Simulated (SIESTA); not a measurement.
**Mg under changes of volume**

One of the cells (25.025 Å³/atom); the others are scaled copies at fixed shape and fractional positions:

```
Mg
1.0
     3.07050    0.00000    0.00000
    -1.53525    2.65913    0.00000
     0.00000    0.00000    3.06500
Mg
1
Direct
  0.00000 0.00000 0.00000
```

This isn't the form of Mg at room conditions, which is hcp.

```yaml
Program: SIESTA 5.4.2
Functional: PBE
Potentials_or_basis: PseudoDojo 0.4 standard (PBE files)
Basis: DZP (energy shift 0.002 Ry)
Grid_cutoff: 800 Ry
Energy_shift: 0.002 Ry
k_mesh: 10 × 10 × 9
Occupations: fermi-dirac, width 0.05 eV
Spin: no spin polarisation
```

```csv
volume (Å³/atom),energy over the lowest point (meV/atom),pressure (GPa)
23.063,52.71,5.3
23.553,37.98,4.4
24.044,25.88,3.6
25.025,?,?
25.516,3.43,1.4
26.007,0.00,0.8
```

Task: What does the run at 25.025 Å³/atom give?

Result: Energy over the lowest point 8.78 meV/atom; pressure 2.1 GPa.

Worked out: A Birch-Murnaghan fit of order 3 (a polynomial in V^(-2/3)) to the other rows has its minimum at 26.75 Å³/atom, just outside them, with B0 = V·E''(V) = 28 GPa and B' = 3.3 at fixed shape and positions, which overstates the stiffness. It gives 8.79 meV/atom at 25.025 Å³/atom, against the run's 8.78, and -dE/dV = 2.1 GPa, against 2.1.

Energies are extrapolated to zero smearing.

Caveats: semicore shells carry a single zeta, which can move pressures by several GPa and volumes by a few percent; the basis of atomic orbitals isn't converged, which shifts pressures, moduli and gaps.
